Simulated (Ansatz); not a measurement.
# NiO: changes ranked by their effect on the pressure

```yaml
crystal:
  lattice:
    - [0.00000, 2.09131, 2.09131]
    - [2.09131, 0.00000, 2.09131]
    - [2.09131, 2.09131, 0.00000]
  atoms:
    - { symbol: Ni, position: [0.00000, 0.00000, 0.00000] }
    - { symbol: O, position: [0.50000, 0.50000, 0.50000] }
```

Atoms are numbered in the order listed.

The cell is COD entry 4320487, as deposited and not checked against the literature; nothing was relaxed.

Semilocal functionals without U often leave such compounds metallic or with too small a gap, and the real magnetic order may differ.

Other magnetic orders may lie lower; this is the state that the run reached.

Method: DFT, PBE, all-electron LAPW, scalar-relativistic (Ansatz 0.2.0).

Sampling and basis: a Γ-centred 17×17×17 k mesh, Fermi–Dirac smearing of 0.03 eV, basis error target 1 meV/atom, spin-polarised from start moments Ni1 1.5 μB.

In this reference run the pressure is 4.7 GPa (positive in compression). Each change below is made alone, on the same k mesh, with fractional coordinates held unless an atom is moved; x, y and z are the Cartesian axes.

Question: Order the changes by the shift of the pressure, most negative first.
A. volume scaled by 0.975
B. volume scaled by 1.02
C. z strained by +4 % at fixed volume
D. volume scaled by 0.99
E. atom 2 (O) moved by (0.1155, 0.1155, 0.1155) Å
F. equal xy, yz and zx engineering shear strains of +2 %

Answer: B (-3.5 GPa), F (0.0 GPa), C (+0.8 GPa), D (+1.9 GPa), A (+4.9 GPa), E (+5.3 GPa).
